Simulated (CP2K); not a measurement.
Runs of CP2K 2026.2 on Ru. It takes space group P6_3/mmc (No. 194, hexagonal). Conventional cell: a = 2.706 Å, b = 2.706 Å, c = 4.282 Å, α = 90.00°, β = 90.00°, γ = 120.00°. Ru (site symmetry -6m2) has 12 Ru at 2.65 to 2.71 Å as nearest neighbours. 

```tsv
potentials or basis	potentials	gap on the mesh (eV)	pressure (GPa)
GTH_POTENTIALS Ru GTH-PADE-q16; DZVP-MOLOPT-SR-GTH basis	Ru GTH-PADE-q16 of GTH_POTENTIALS	none	-1.7
GTH_POTENTIALS Ru GTH-BLYP-q16; DZVP-MOLOPT-SR-GTH basis	Ru GTH-BLYP-q16 of GTH_POTENTIALS	none	(b)
POTENTIAL_UZH Ru GTH-PBE0-q16; DZVP-MOLOPT-SR-GTH basis	Ru GTH-PBE0-q16 of POTENTIAL_UZH	none	(a)
GTH_POTENTIALS Ru GTH-PBE-q16; DZVP-MOLOPT-SR-GTH basis	Ru GTH-PBE-q16 of GTH_POTENTIALS	none	5.2
POTENTIAL_UZH Ru GTH-SCAN-q16; DZVP-MOLOPT-SR-GTH basis	Ru GTH-SCAN-q16 of POTENTIAL_UZH	none	19.0
```

Alike in all rows: task band structure; level PBE; no spin polarisation; cell as given; k mesh 11 × 11 × 6; smearing fermi-dirac 0.05 eV.

Estimate the missing entries.

(a) 9.1; (b) 5.6.

Caveats: the basis of atomic orbitals isn't converged, which shifts pressures, moduli and gaps; the potentials were made for another functional, which shifts forces and pressure (some runs).

A k mesh can miss the band edges, and the runs leave out spin-orbit coupling on Ru.

A gap of «none» marks a metal or a gap under the smearing width.
